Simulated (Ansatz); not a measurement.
# Rh/LiH/Pt under bias, part 2 of 2

What current flows through Rh/LiH/Pt, and is the curve linear and symmetric? The lower electrode is Rh fcc(111), the upper one Pt fcc(111); the barrier is LiH rock salt(111) (Li and Li faces). In the first transport cell, after relaxation, the nearest pair of electrode and barrier is Rh–Li at 2.45 Å, along the normal, at the lower face and Pt–Li at 2.42 Å, along the normal, at the upper one. All share a net of side 2.708 Å, which strains the lower electrode by +0.0 %, the upper one by -3.5 % and the barrier by -4.5 %, against typed lattice constants near PBE's. The first steps treat the bulk electrodes alone.

Ansatz 0.2.0; PBE DFT, plane waves, PAW files (the session's first sound run).

So far. Step 4 (Relaxation): The largest force component on a free atom ends at 0.028 eV/Å. The work functions of the outer faces are 5.17 and 5.77 eV. Step 5 (Current under bias): All 5 points reached self-consistency. On every other mesh point the currents change by up to 19 %. The leads' potential repeats within 31 meV.

### 6. T(E) of the junction

This step: PBE DFT, plane waves, PAW files; ballistic transmission by layer matching between semi-infinite leads (Ansatz 0.2.0).

System of this step: Rh/LiH/Pt. The cell holds 21 atoms: 8 Rh, 3 Li, 2 H and 8 Pt. Its edges and angles: a = 2.708 Å, b = 2.708 Å, c = 55.836 Å, α = 90.0°, β = 90.0°, γ = 120.0°. Regions: left electrode, 8 atoms (8 Rh); barrier, 5 atoms (3 Li and 2 H); right electrode, 8 atoms (8 Pt). Vacuum lies along c.

The relaxed core is set between ideal electrode layers (this cell holds 5 atomic planes between the electrodes; where that differs from the relaxed slab, whole periods were copied in or cut out without a new relaxation), which the solver continues as semi-infinite leads. A wide energy window on a coarse mesh (18×18) shows where the Fermi level lies against the barrier's bands; the projected density of states shows how far the metals' states reach in.

Input file input.yaml:

```yaml
crystal:
  lattice:
    - [2.708, 0.0, 0.0]
    - [-1.354, 2.3451967934, 0.0]
    - [0.0, 0.0, 55.8356311314]
  atoms:
    - { symbol: Rh, position: [0.66666667, 0.33333333, 0.1253679749] }
    - { symbol: Rh, position: [0.0, 0.0, 0.1650087024] }
    - { symbol: Rh, position: [0.33333333, 0.66666667, 0.20464943] }
    - { symbol: Rh, position: [0.66666667, 0.33333333, 0.2442901576] }
    - { symbol: Rh, position: [0.0, 0.0, 0.2839308851] }
    - { symbol: Rh, position: [0.33333333, 0.66666667, 0.3235716127] }
    - { symbol: Rh, position: [0.66666667, 0.33333333, 0.3632123403] }
    - { symbol: Rh, position: [0.0, 0.0, 0.4025022122] }
    - { symbol: Li, position: [0.0, 0.0, 0.4464550823] }
    - { symbol: H, position: [0.33333333, 0.66666667, 0.4671582762] }
    - { symbol: Li, position: [0.66666667, 0.33333333, 0.4882726499] }
    - { symbol: H, position: [0.0, 0.0, 0.5094293536] }
    - { symbol: Li, position: [0.33333333, 0.66666667, 0.5299720491] }
    - { symbol: Pt, position: [0.33333333, 0.66666667, 0.5733615168] }
    - { symbol: Pt, position: [0.66666667, 0.33333333, 0.6171876015] }
    - { symbol: Pt, position: [0.0, 0.0, 0.6600950054] }
    - { symbol: Pt, position: [0.33333333, 0.66666667, 0.7030024094] }
    - { symbol: Pt, position: [0.66666667, 0.33333333, 0.7459098133] }
    - { symbol: Pt, position: [0.0, 0.0, 0.7888172172] }
    - { symbol: Pt, position: [0.33333333, 0.66666667, 0.8317246212] }
    - { symbol: Pt, position: [0.66666667, 0.33333333, 0.8746320251] }
kpoints:
  mp_grid: { grid: [12, 12, 1] }
scf:
  occupations: { method: fermi_dirac, width: 0.1 }
  max_iter: 150
hamiltonian:
  xc: pbe
output:
  transmission:
    kmesh: [18, 18]
    e_range: [-2.5, 2.5]
    de: 0.1
    leads: [[3, 4], [17, 18]]
  dos: { projected: true, e_range: [-6, 5], de: 0.05 }
  write_potential: true
  write_density: true
  volumetric_format: npy
```

Run with:

```bash
ansatz run input.yaml --threads 4 --pin off --max-ram 16384MiB --backend cpu --events-out ev --progress --plain --runs-dir out
```

Wall time 96 s (4 threads of Arm Neoverse V2, shared host); peak memory 2.2 GiB; 5.8 min of CPU time.

This step gave:

```yaml
free_energy: -152053.4885 eV
fermi_energy: 14.03 eV
level_to_which_the_leads_are_filled: 0 eV from the Fermi level
transmission_at_the_fermi_level_a_spin_zone_mean: 0.005116
channels_of_the_lower_lead: 1.741
channels_of_the_upper_lead: 1.278
potential_step_in_the_lower_lead: 12.3 meV
potential_step_in_the_upper_lead: 9.6 meV
```

One spin. Table of transmission, zone mean by energy, zero at the Fermi level:

```
energy (eV)  transmission, zone mean
      -2.50                  0.00767
      -2.40                  0.00730
      -2.20                  0.00664
      -2.10                  0.00869
      -2.00                  0.00653
      -1.80                  0.00363
      -1.70                  0.00574
      -1.60                  0.00385
      -1.40                  0.00587
      -1.30                   0.0123
      -1.10                  0.00369
      -1.00                  0.00328
      -0.90                  0.00384
      -0.70                  0.00366
      -0.60                  0.00655
      -0.50                  0.00599
      -0.30                  0.00358
      -0.20                  0.00548
      -0.10                  0.00729
       0.00                  0.00512
       0.10                  0.00532
       0.20                  0.00657
       0.30                   0.0100
       0.50                   0.0129
       0.60                   0.0145
       0.70                   0.0226
       0.90                   0.0423
       1.00                   0.0732
       1.10                   0.0823
       1.30                   0.0814
       1.40                   0.0883
       1.60                    0.139
       1.70                    0.145
       1.80                    0.185
       2.00                    0.181
       2.10                    0.203
       2.20                    0.236
       2.40                    0.314
       2.50                    0.327
```

One spin. Open channels, zone mean against energy, zero at the Fermi level:

| energy (eV) | lower lead | upper lead |
| --- | --- | --- |
| -2.50 | 2.05 | 1.60 |
| -2.40 | 1.73 | 1.70 |
| -2.20 | 1.60 | 1.62 |
| -2.10 | 1.88 | 1.77 |
| -2.00 | 1.83 | 1.90 |
| -1.80 | 1.72 | 1.73 |
| -1.70 | 1.72 | 1.75 |
| -1.60 | 1.72 | 1.60 |
| -1.40 | 1.86 | 1.56 |
| -1.30 | 1.96 | 1.65 |
| -1.10 | 1.94 | 1.67 |
| -1.00 | 1.90 | 1.68 |
| -0.90 | 1.85 | 1.72 |
| -0.70 | 1.63 | 1.63 |
| -0.60 | 1.67 | 1.63 |
| -0.50 | 1.78 | 1.72 |
| -0.30 | 1.81 | 1.80 |
| -0.20 | 1.69 | 1.61 |
| -0.10 | 1.63 | 1.40 |
| 0.00 | 1.74 | 1.28 |
| 0.10 | 1.96 | 0.981 |
| 0.20 | 1.89 | 1 |
| 0.30 | 2 | 0.981 |
| 0.50 | 1.83 | 0.593 |
| 0.60 | 1.41 | 0.593 |
| 0.70 | 1.04 | 0.565 |
| 0.90 | 0.769 | 0.565 |
| 1.00 | 0.639 | 0.620 |
| 1.10 | 0.602 | 0.694 |
| 1.30 | 0.583 | 0.694 |
| 1.40 | 0.583 | 0.713 |
| 1.60 | 0.657 | 0.676 |
| 1.70 | 0.657 | 0.676 |
| 1.80 | 0.676 | 0.694 |
| 2.00 | 0.694 | 0.704 |
| 2.10 | 0.731 | 0.704 |
| 2.20 | 0.694 | 0.759 |
| 2.40 | 0.731 | 0.833 |
| 2.50 | 0.75 | 0.796 |

Transmission over k1 and k2. At 0.0000 eV from the Fermi level; zeros and values more than six decades under the largest are shown at that floor.

log10 of the mean of each cell; the least values stand at a floor. Values, 12 rows by 16 columns:
```
-2.1 -1.6 -2.5 -2.7 -3.1 -3.2 -2.8 -2.5 -1.5 -2.3 -4.0 -4.1 -4.6 -4.6 -4.2 -4.4
-3.2 -2.6 -2.2 -2.0 -2.1 -2.6 -2.3 -1.9 -2.1 -2.4 -3.1 -3.6 -4.7 -7.1 -4.9 -4.3
-3.6 -3.1 -2.3 -2.0 -2.2 -2.2 -2.3 -2.2 -2.1 -2.0 -2.5 -3.3 -3.8 -4.4 -4.8 -4.6
-3.4 -3.2 -2.8 -2.4 -2.2 -2.3 -2.3 -2.3 -2.2 -2.2 -2.3 -3.3 -3.2 -3.4 -3.9 -4.1
-2.6 -2.7 -2.2 -2.1 -2.3 -2.3 -2.3 -2.4 -2.4 -2.3 -2.3 -2.2 -2.1 -2.4 -2.9 -2.6
-1.3 -1.6 -2.1 -2.0 -2.2 -2.3 -2.3 -2.5 -2.9 -2.4 -2.3 -2.2 -2.1 -2.0 -2.3 -1.5
-2.3 -2.3 -2.6 -2.1 -2.1 -2.2 -2.3 -2.3 -2.4 -2.4 -2.3 -2.3 -2.2 -2.0 -2.2 -2.6
-3.4 -4.1 -3.4 -3.0 -2.6 -2.6 -2.3 -2.3 -2.3 -2.3 -2.3 -2.3 -2.3 -2.4 -2.8 -3.0
-3.7 -4.5 -4.5 -4.1 -3.6 -3.2 -2.3 -2.1 -2.2 -2.3 -2.3 -2.2 -2.2 -2.0 -2.5 -3.3
-3.4 -4.5 -7.1 -5.5 -4.2 -3.4 -2.8 -2.1 -2.0 -2.0 -2.2 -2.3 -2.0 -1.9 -2.2 -2.8
-2.6 -4.2 -4.3 -4.9 -4.5 -4.1 -3.8 -2.4 -1.8 -2.4 -2.8 -3.1 -2.9 -2.5 -2.4 -1.8
-1.3 -2.4 -3.6 -3.6 -3.8 -3.5 -3.7 -2.1 -1.2 -2.3 -3.2 -3.4 -3.5 -3.2 -3.0 -1.7
```
Columns: k1 (b1) from -0.5 to 0.444; rows upwards: k2 (b2) from -0.5 to 0.444.

Open channels of the lower lead over k1 and k2. At 0.0000 eV from the Fermi level.

Ten even steps from '_' (1.00) to '@' (3.00):
```
++@@++++______++++@@++______________
++++++@@++____++@@++++++__++____++__
__++@@++++++__++++++@@++______@@____
____++++++++++++++++++++____________
______++++++++++++++++++________++__
________++++++++++++++++____________
++++++++++++++++++++++++++++++++++__
++++@@++++++++++++++++++++++++@@++++
@@@@++++++++++++++@@++++++++++++++@@
++++++@@++++++++++++++++++++++++@@++
++__++++++++++++++++++++++++++++++++
______________++++++++++++++++______
____++________++++++++++++++++++____
______________++++++++++++++++++++__
______@@______++@@++++++__++++++@@++
++__++____++__++++++@@++____++@@++++
++______________++@@++++______++++@@
@@++++________++++@@++++________++++
```
Columns: k1 (b1) from -0.5 to 0.444; rows upwards: k2 (b2) from -0.5 to 0.444.

Open channels of the upper lead over k1 and k2. At 0.0000 eV from the Fermi level.

Ten even steps from '_' (0.00) to '@' (3.00):
```
****------@@------****----**--**----
----@@**--------**@@------**----**--
----****----------****----**--__--**
**------------------------**--------
**@@----------------------@@********
------------------------------------
------------------------------------
**--**------------------------**--**
****@@**----------__----------**@@**
****--**------------------------**--
------------------------------------
------------------------------------
**********@@----------------------@@
**--------**------------------------
--**--__--**----****----------****--
----**----**------@@**--------**@@--
**----**--**----****------@@------**
****----****----******----****----**
```
Columns: k1 (b1) from -0.5 to 0.444; rows upwards: k2 (b2) from -0.5 to 0.444.

Projected DOS an atom over height of the atomic layer and energy from the Fermi level. Layers: Rh Rh Rh Rh Rh Rh Rh Rh Li H Li H Li Pt Pt Pt Pt Pt Pt Pt Pt; projections on atoms miss part of the total, and the computed bands can run out at the top of the range; a column is the mean of 2 neighbouring layers, the last of those left over.

Ten even steps from '_' (0.01 states/eV) to '@' (2.16 states/eV), each cell a mean:
```
______________________
______________________
______________________
______________________
______________________
..____________........
..__....______..____..
........______..____..
========____........::
@@%%%%##____..========
##++++**____--######@@
##++++##____--++++++##
######**____==**++++%%
**++++**____--****++%%
@@####@@____--**++**##
%%@@@@@@____--**++++##
********____++**##**@@
++****++....==######**
**++++**..__--####%%**
%%####%%....--++**++==
++%%%%++____::++++++--
..----..__..::**++**++
```
Columns: height of the atomic layer (Å) from 8.11 to 48.8 (not evenly spaced); rows upwards: energy from the Fermi level (eV) from -6 to 5.05.

At the Fermi level the transmission is 0.0051, as a zone mean for one spin on this coarse mesh. At the Fermi level the layers of this cell's barrier hold from 0.0041 to 0.054 states an eV and atom. In the worse lead the potential repeats within 12 meV, which the program lets pass.

### 7. A repeat with changed settings: scf.eigensolver.kind = "davidson"

This step: PBE DFT, plane waves, PAW files; current against voltage, self-consistent between two reservoirs; changed: scf.eigensolver.kind = "davidson" (Ansatz 0.2.0).

System of this step: Rh/LiH/Pt. The cell holds 26 atoms: 11 Rh, 3 Li, 2 H and 10 Pt. Its edges and angles: a = 2.708 Å, b = 2.708 Å, c = 67.267 Å, α = 90.0°, β = 90.0°, γ = 120.0°. Regions: left electrode, 11 atoms (11 Rh); barrier, 5 atoms (3 Li and 2 H); right electrode, 10 atoms (10 Pt). Vacuum lies along c.

It is meant to test whether the numerical route changes the result or only the time. Where the input is shown as a difference, that is against the step before, not the twin.

Input file input.yaml:

```yaml
crystal:
  lattice:
    - [2.708, 0.0, 0.0]
    - [-1.354, 2.3451967934, 0.0]
    - [0.0, 0.0, 67.2672502171]
  atoms:
    - { symbol: Rh, position: [0.66666667, 0.33333333, 0.1040625264] }
    - { symbol: Rh, position: [0.0, 0.0, 0.1369665775] }
    - { symbol: Rh, position: [0.33333333, 0.66666667, 0.1698706287] }
    - { symbol: Rh, position: [0.66666667, 0.33333333, 0.2027746798] }
    - { symbol: Rh, position: [0.0, 0.0, 0.235678731] }
    - { symbol: Rh, position: [0.33333333, 0.66666667, 0.2685827822] }
    - { symbol: Rh, position: [0.66666667, 0.33333333, 0.3014868333] }
    - { symbol: Rh, position: [0.0, 0.0, 0.3343908845] }
[... 14 atom lines left out ...]
    - { symbol: Pt, position: [0.33333333, 0.66666667, 0.7890907404] }
    - { symbol: Pt, position: [0.66666667, 0.33333333, 0.8247063181] }
    - { symbol: Pt, position: [0.0, 0.0, 0.8603218959] }
    - { symbol: Pt, position: [0.33333333, 0.66666667, 0.8959374736] }
kpoints:
  mp_grid: { grid: [12, 12, 1] }
scf:
  occupations: { method: fermi_dirac, width: 0.1 }
  max_iter: 150
  eigensolver: { kind: davidson }
hamiltonian:
  xc: pbe
output:
  current_voltage:
    bias: [0.2, 0.3, -0.2, -0.3]
    kmesh: [24, 24]
    leads: [[4, 5], [21, 22]]
    electrode_ends: [10, 16]
  write_potential: true
  write_density: true
  volumetric_format: npy
```

Run time: 16 min. Hardware: 4 threads; peak memory 3.3 GiB.

Numbers from this step:

* free energy: -196308.2276 eV
* Fermi energy: 15.44 eV

Checks by voltage:

```csv
bias (V),current density (ampere/m²),current on every other mesh point (ampere),drop across the junction (V),electrons moved,electrons in bound states,"misfit, lower lead (eV)","misfit, upper lead (eV)",iterations
-0.3,-1.91e12,-1.23e-7,-0.2986,-0.001497,3.32e-5,0.02905,0.0306,5
-0.2,-1.39e12,-8.34e-8,-0.199,-9.76e-4,2.22e-5,0.02916,0.03052,9
0,0,0,0,0,0,0.02934,0.03036,10
0.2,1.71e12,1.24e-7,0.1994,8.98e-4,2.38e-5,0.02949,0.03043,9
0.3,2.65e12,2.00e-7,0.299,0.001318,3.54e-5,0.02954,0.03047,5
```

Cell area 6.351 Å^2. Current through one cell against bias:

```csv
bias (V),current through one cell (nA)
-0.300,-121
-0.200,-88.5
0.000,0
0.200,109
0.300,168
```

Bias 0 V. The transmission and channels, zone mean by energy, zero at the mean Fermi level:

```
energy (eV)  transmission  channels, left  channels, right
     -0.259       0.00532            1.71             1.69
     -0.233       0.00598            1.68             1.61
     -0.207       0.00550            1.66             1.54
     -0.181       0.00592            1.72             1.51
     -0.155       0.00605            1.75             1.54
     -0.129       0.00587            1.75             1.52
     -0.103       0.00577            1.74             1.49
     -0.078       0.00587            1.76             1.41
     -0.052       0.00602            1.74             1.34
     -0.026       0.00574            1.72             1.25
      0.000       0.00638            1.74             1.16
      0.026       0.00833            1.76             1.14
      0.052       0.00913            1.81             1.10
      0.078       0.00782            1.79             1.09
      0.103       0.00607            1.86             1.07
      0.129       0.00537            1.90             1.07
      0.155       0.00562            1.92             1.03
      0.181       0.00567            1.89             1.01
      0.207       0.00582            1.92            0.979
      0.233       0.00623            1.89            0.865
      0.259       0.00677            1.91            0.865
```

Bias 0.3 V. Transmission and channels, zone mean against energy, zero at the mean Fermi level:

```
energy (eV)  transmission  channels, left  channels, right
     -0.414       0.00574            1.65             1.71
     -0.388        0.0110            1.69             1.63
     -0.362       0.00408            1.75             1.58
     -0.336       0.00398            1.71             1.52
     -0.284       0.00598            1.75             1.53
     -0.259       0.00666            1.76             1.47
     -0.207       0.00446            1.76             1.32
     -0.181       0.00758            1.77             1.30
     -0.129       0.00436            1.69             1.16
     -0.103       0.00503            1.69             1.10
     -0.078       0.00767            1.68             1.11
     -0.052       0.00622            1.66             1.07
     -0.026       0.00501            1.71             1.05
      0.000       0.00761            1.75             1.05
      0.026       0.00885            1.75             1.01
      0.052       0.00826            1.74            0.979
      0.103        0.0120            1.75            0.865
      0.129       0.00743            1.72            0.854
      0.181       0.00811            1.76            0.875
      0.207       0.00782            1.79            0.812
      0.259       0.00674            1.85            0.776
      0.284       0.00670            1.90            0.693
      0.336       0.00698            1.88            0.594
      0.362       0.00757            1.94            0.594
      0.414       0.00925            1.91            0.604
```

Bias -0.3 V. Transmission and channels, zone mean against energy, zero at the mean Fermi level:

```csv
energy (eV),transmission,"channels, left","channels, right"
-0.414,0.00316,1.71,1.64
-0.388,0.00321,1.71,1.71
-0.362,0.00393,1.66,1.77
-0.336,0.00605,1.72,1.75
-0.310,0.00406,1.73,1.81
-0.284,0.00382,1.77,1.80
-0.259,0.00376,1.74,1.78
-0.233,0.00429,1.74,1.75
-0.207,0.00490,1.74,1.75
-0.181,0.00456,1.72,1.78
-0.155,0.00484,1.72,1.74
-0.129,0.00615,1.76,1.76
-0.103,0.00726,1.81,1.68
-0.078,0.00704,1.79,1.60
-0.052,0.00536,1.83,1.54
-0.026,0.00424,1.85,1.51
0.000,0.00419,1.92,1.56
0.026,0.00417,1.89,1.53
0.052,0.00432,1.92,1.45
0.078,0.00474,1.89,1.38
0.103,0.00521,1.89,1.35
0.129,0.00508,1.90,1.25
0.155,0.00544,1.92,1.16
0.181,0.00588,1.95,1.15
0.207,0.00581,1.94,1.10
0.233,0.00632,1.96,1.09
0.259,0.00656,1.92,1.07
0.284,0.00694,1.91,1.08
0.310,0.00878,1.86,1.01
0.336,0.0103,1.84,0.990
0.362,0.00925,1.82,0.979
0.388,0.0108,1.77,0.865
0.414,0.00910,1.69,0.865
```

Table of Hartree potential energy less that at 0 V, planar mean by z:

```csv
z (Å),0.2 V (eV),0.3 V (eV),-0.2 V (eV),-0.3 V (eV)
0.0,-0.00149,-0.00235,2.2e-4,3.3e-4
2.5,0.0450,0.0675,-0.0464,-0.0695
5.0,0.0892,0.134,-0.0903,-0.135
7.5,0.0980,0.147,-0.0981,-0.147
10.0,0.0981,0.147,-0.0982,-0.147
12.5,0.0980,0.147,-0.0983,-0.148
15.0,0.0980,0.147,-0.0979,-0.147
17.5,0.0976,0.146,-0.0975,-0.146
20.0,0.0979,0.147,-0.0977,-0.147
22.5,0.0980,0.147,-0.0981,-0.147
25.0,0.0979,0.147,-0.0982,-0.147
27.5,0.0977,0.146,-0.0979,-0.147
30.0,0.0975,0.146,-0.0979,-0.147
32.5,0.0385,0.0587,-0.0356,-0.0522
35.0,-0.0197,-0.0285,0.0231,0.0359
37.5,-0.0978,-0.147,0.0979,0.147
40.0,-0.100,-0.150,0.100,0.150
42.5,-0.102,-0.153,0.102,0.152
45.0,-0.102,-0.152,0.101,0.152
47.5,-0.102,-0.152,0.101,0.152
50.0,-0.102,-0.153,0.101,0.152
52.5,-0.102,-0.152,0.102,0.152
55.0,-0.102,-0.153,0.102,0.152
57.5,-0.102,-0.153,0.102,0.152
60.0,-0.102,-0.152,0.102,0.152
62.5,-0.0885,-0.133,0.0880,0.132
65.0,-0.0436,-0.0655,0.0425,0.0638
```

The zero-bias conductance is 8.5e12 S/m² against 8.5e12 S/m² in the twin: no change within 1 %.

### 8. Outcome

| Item | Value |
| --- | --- |
| conductance at zero bias | 8.5e12 S/m² |
| current density at -0.3 V | -1.9e12 A/m² |
| current density at -0.2 V | -1.4e12 A/m² |
| current density at +0.2 V | 1.7e12 A/m² |
| current density at +0.3 V | 2.7e12 A/m² |

At 0.3 V the junction carries 2.7e12 A/m². Against the linear law (zero-bias conductance times bias) the currents are 0.75 (-0.3 V), 0.82 (-0.2 V), 1.0 (+0.2 V) and 1.0 (+0.3 V) times as large. At the Fermi level the layers of the barrier in the wide-window run (5 planes) hold from 0.0041 to 0.054 states an eV and atom. The forward current is 1.2 times the reverse one at ±0.2 V and 1.4 times the reverse one at ±0.3 V. On every other mesh point the current differs by up to 19 %, and the leads' misfit reaches 31 meV; ratios near 1 within such errors aren't resolved. Between 100 and 100 % of the bias drops across the junction. No spin-orbit coupling, phonons, disorder or image charges enter; the interfaces are ordered, one cell wide and lattice-matched by strain. Semilocal gaps are too small, which can bring a band edge of the barrier nearer to the Fermi level than it is.

[Logs are printed without paths, hosts, clocks, repeated set-up lines and the standing remarks that a program may print on its own settings, such as how far it seeks lower states.]

[Hosts, paths, dates, database ids (printed as entryN), source tags and the programs' standing remarks are cut or masked in the printed files.]
